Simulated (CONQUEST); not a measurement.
Crystal: Cd.

```
Cd
1.0
     3.56864    0.00000    0.00000
     0.00000    3.56864    0.00000
     0.00000    0.00000    3.56864
Cd
2
Direct
  0.00000 0.00000 0.00000
  0.50000 0.50000 0.50000
```

This isn't the form of Cd at room conditions, which is hcp.

```yaml
Program: CONQUEST 1.3
Task: single point
Functional: PBE
Potentials_or_basis: PseudoDojo NC PBE, DZP, grid cutoff 120 Ha
k_mesh: 8 × 8 × 8
Occupations: fermi-dirac, width 0.05 eV
Spin: no spin polarisation
```

On this cell: pressure 1.8 GPa; largest force zero by symmetry; band gap on the k mesh none (metal or under the smearing width).

The same run follows on a disturbed copy (atoms of the box moved at random, drawn with an rms of 0.05 Å):

```
CELL_PARAMETERS angstrom
3.56864 0.00000 0.00000
0.00000 3.56864 0.00000
0.00000 0.00000 3.56864
ATOMIC_POSITIONS crystal
Cd 0.99124 0.99769 0.99805
Cd 0.49773 0.50786 0.49278
```

Problem. What changes?

Solution. The energy (extrapolated to zero smearing) moves by +1.0 meV/atom; pressure 1.7 GPa; largest force 0.093 eV/Å; band gap on the k mesh none (metal or under the smearing width).

Forces on the atoms (eV/Å):
```
Cd   0.037  0.075 -0.040
Cd  -0.047 -0.068  0.033
```

Caveats: the basis of atomic orbitals isn't converged, which shifts pressures, moduli and gaps; the box holds several primitive cells, so bands are folded and the points are those of the box's own zone (some runs).
